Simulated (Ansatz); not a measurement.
# C₃H₈S: a ladder of functionals and wavefunction methods

One table from this session's results is given with a row withheld; the runs are named, their logs left out.

Computed with Ansatz 0.2.0, Gaussian basis. Level: functionals in def2-TZVPP, the program's frozen cores in correlated methods.

Levels to be run: PBE-D4, r2SCAN-D4, PBE0-D4, B3LYP-D4, ωB97X-V, ωB97M-V, B2PLYP; CCSD(T)/def2-TZVPP; MP2/def2-QZVPP; extrapolation to the limit.

**The relaxed structure**

The geometry comes from an earlier relaxation with PBE0-D4 in a triple-zeta def2 set; it is a stationary point, not always the lowest conformer.

SMILES `CCCS`, 12 atoms, charge 0, spin multiplicity 1.

Atoms are counted from 1 here; the program's logs count them from 0.

Bond lengths: C1–C2 1.517 Å, C1–H5 1.094 Å, C1–H6 1.092 Å, C1–H7 1.092 Å, C2–C3 1.519 Å, C2–H8 1.097 Å, C2–H9 1.094 Å, C3–S4 1.814 Å, C3–H10 1.093 Å, C3–H11 1.093 Å, S4–H12 1.342 Å. Angles: C2–C1–H5 111.2°, C2–C1–H6 111.2°, C2–C1–H7 111.1°, H5–C1–H6 108.0°, H5–C1–H7 107.7°, H6–C1–H7 107.4°, C1–C2–C3 113.9°, C1–C2–H8 109.5°, C1–C2–H9 109.9°, C3–C2–H8 107.6°, C3–C2–H9 109.0°, H8–C2–H9 106.7°, C2–C3–S4 115.3°, C2–C3–H10 110.3°, C2–C3–H11 111.2°, S4–C3–H10 103.9°, S4–C3–H11 108.8°, H10–C3–H11 106.9° and more.

Set-up of the first run:

in.yaml reads:

```yaml
crystal:
  periodic: [false, false, false]
  atoms:
    - {symbol: C, position_ang: [-1.283269, -0.379151, -0.272832]}
    - {symbol: C, position_ang: [0.045240, -0.724767, 0.373636]}
    - {symbol: C, position_ang: [1.180568, 0.206582, -0.015676]}
    - {symbol: S, position_ang: [1.010684, 1.918530, 0.559913]}
    - {symbol: H, position_ang: [-1.199555, -0.359789, -1.363727]}
    - {symbol: H, position_ang: [-1.640729, 0.599259, 0.056289]}
    - {symbol: H, position_ang: [-2.049468, -1.111973, -0.012083]}
    - {symbol: H, position_ang: [0.337551, -1.742037, 0.086689]}
    - {symbol: H, position_ang: [-0.058938, -0.723323, 1.462845]}
    - {symbol: H, position_ang: [2.117606, -0.129215, 0.434618]}
    - {symbol: H, position_ang: [1.332403, 0.212797, -1.097780]}
    - {symbol: H, position_ang: [0.025606, 2.287888, -0.272494]}
basis:
  gaussian: {orbitals: def2-TZVPP}
hamiltonian: {xc: pbe, dispersion: d4}
output: {forces: true, orbitals: {seedname: orbitals}}
```

Started as:

```bash
ansatz run in.yaml --threads 4 --pin off --events-out ev --progress --plain --max-ram 10444MiB
```

Among the steps run: PBE-D4 (GGA); r2SCAN-D4 (meta-GGA); PBE0-D4 (hybrid); B3LYP-D4 (hybrid); ωB97X-V (range-separated); ωB97M-V (range-separated); B2PLYP (double hybrid); CCSD(T) in def2-TZVPP; MP2 in def2-QZVPP.

One of the session's tables, all rows but one given; the rest of the session is left out.

It belongs to the step «Atomisation energies». 

| method | atomisation energy (kcal/mol) |
| --- | --- |
| PBE-D4 | 1081.5 |
| r2SCAN-D4 | 1066.4 |
| PBE0-D4 | 1070.2 |
| B3LYP-D4 | 1064.5 |
| ωB97X-V | 1066.9 |
| ωB97M-V | ? |
| B2PLYP | 1053.0 |
| HF/def2-TZVPP | 798.0 |
| MP2/def2-TZVPP | 1048.0 |
| CCSD/def2-TZVPP | 1028.4 |
| CCSD(T)/def2-TZVPP | 1041.0 |
| MP2/CBS | 1071.6 |
| CCSD(T)/CBS | 1064.7 |

Estimate the missing values for ωB97M-V.

**Answer.** atomisation energy (kcal/mol): 1068.5. In the column «atomisation energy (kcal/mol)» it lies between ωB97X-V (1066.9) and PBE0-D4 (1070.2).

Limits of these values: Free atoms (3 C, 1 S, 8 H) were run apart at each level; the atomisation energy is their sum less the molecule, without zero-point or spin-orbit terms.
